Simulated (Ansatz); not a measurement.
A run of Ansatz 0.2.0 is set up as follows.

Contents of input.yaml:

```yaml
crystal:
  lattice:
    - [0.0, 2.024805, 2.024805]
    - [2.024805, 0.0, 2.024805]
    - [2.024805, 2.024805, 0.0]
  atoms:
    - { symbol: Al, position: [0.0, 0.0, 0.0] }
hamiltonian:
  xc: lda
  pseudopotentials: { kind: paw }
kpoints:
  mp_grid: { grid: [6, 6, 6] }
  band_path:
    path:
      - [[0.0, 0.0, 0.0], [0.5, 0.0, 0.5], [0.5, 0.25, 0.75], [0.375, 0.375, 0.75], [0.0, 0.0, 0.0], [0.5, 0.5, 0.5], [0.625, 0.25, 0.625], [0.5, 0.25, 0.75], [0.5, 0.5, 0.5], [0.375, 0.375, 0.75]]
      - [[0.625, 0.25, 0.625], [0.5, 0.0, 0.5]]
    npoints: 14
scf:
  occupations: { method: fermi_dirac, width: 0.05 }
  n_extra_bands: 6
output:
  forces: true
  stress: true
  eigenvalues: true
  fatbands: true
```

Potentials or basis: Ansatz PAW.

Launch:

```bash
$ ansatz run input.yaml --threads 2 --pin off --max-ram 5632MiB --backend cpu --events-out ev --progress --plain --runs-dir out
```

Q: Predict the band gap on the k mesh.

A: None (metal or under the smearing width).

Q: What does it give for the pressure?

A: -3.2 GPa.

Levels at the corners of the path, in eV from the Fermi level:
```
point  band 1  band 2  band 3  band 4  band 5  band 6
    Γ  -11.38   12.10   12.10   12.10   13.49   13.49
    X   -3.20   -1.94    4.93    5.19    5.19    8.55
    W   -1.14   -1.14   -0.10    0.63   15.28   15.28
    K   -2.17   -1.65   -0.78    6.14    7.78   15.09
    Γ  -11.38   12.10   12.10   12.10   13.49   13.49
    L   -4.84   -4.72   10.85   10.85   11.00   11.00
    U   -2.17   -1.65   -0.78    6.14    7.78   15.09
    W   -1.14   -1.14   -0.10    0.63   15.28   15.28
    L   -4.84   -4.72   10.85   10.85   11.00   11.00
    K   -2.17   -1.65   -0.78    6.14    7.78   15.09
    U   -2.17   -1.65   -0.78    6.14    7.78   15.09
    X   -3.20   -1.94    4.93    5.19    5.19    8.55
```

Caveat: the k mesh is coarse (spacing up to 0.45 Å⁻¹), so the values aren't converged; the PAW data sets come from PBE, with cores solved anew for the run's functional, which leaves a small shift of forces and pressure.
